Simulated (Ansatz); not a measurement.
TaS2 under changes of volume

One of the cells (18.984 Å³/atom); the others are scaled copies at fixed shape and fractional positions:

```
Ta S
1.0
     3.35000    0.00000    0.00000
    -1.67500    2.90119    0.00000
     0.00000    0.00000    5.86000
Ta S
1 2
Direct
  0.00000 0.00000 0.00000
  0.66667 0.33333 0.75000
  0.33333 0.66667 0.25000
```

* Program: Ansatz 0.2.0
* Functional: revPBE
* Potentials or basis: all-electron LAPW, inner shells corrected to Dirac's equation
* Cutoff: 282 eV (chosen from the basis error)
* Basis error allowed: 0.001 eV/atom
* k mesh: 9 × 9 × 5
* Occupations: cold, width 0.15 eV
* Spin: no spin polarisation
* Hubbard terms: Ta d U = 1 eV

```tsv
volume (Å³/atom)	energy over the lowest point (meV/atom)	pressure (GPa)	largest force (eV/Å)
17.845	154.97	21.4	2.368
18.225	109.11	17.4	1.957
18.605	?	?	?
18.984	43.71	10.4	1.217
19.364	22.58	7.4	0.883
19.744	8.22	4.7	0.572
20.123	0.00	2.3	0.281
```

Question: What does the run at 18.605 Å³/atom give?

Answer: Energy over the lowest point 72.30 meV/atom; pressure 13.7 GPa; largest force 1.574 eV/Å.

Worked out: A Birch-Murnaghan fit of order 3 (a polynomial in V^(-2/3)) to the other rows has its minimum at 20.50 Å³/atom, just outside them, with B0 = V·E''(V) = 116 GPa and B' = 4.1 at fixed shape and positions, which overstates the stiffness. It gives 72.27 meV/atom at 18.605 Å³/atom, against the run's 72.30, and -dE/dV = 13.7 GPa, against 13.7.

Energies are extrapolated to zero smearing.

Caveats: U is the effective U less J, on atomic orbitals that reach past the spheres; this functional lacks dispersion, which binds the layers, so the pressure and a relaxed spacing across them are unreliable; U without spin polarisation on a metal has little footing; forces of over 1 eV/Å show positions far from the minimum, so gaps and moduli don't describe the material at rest (some runs).
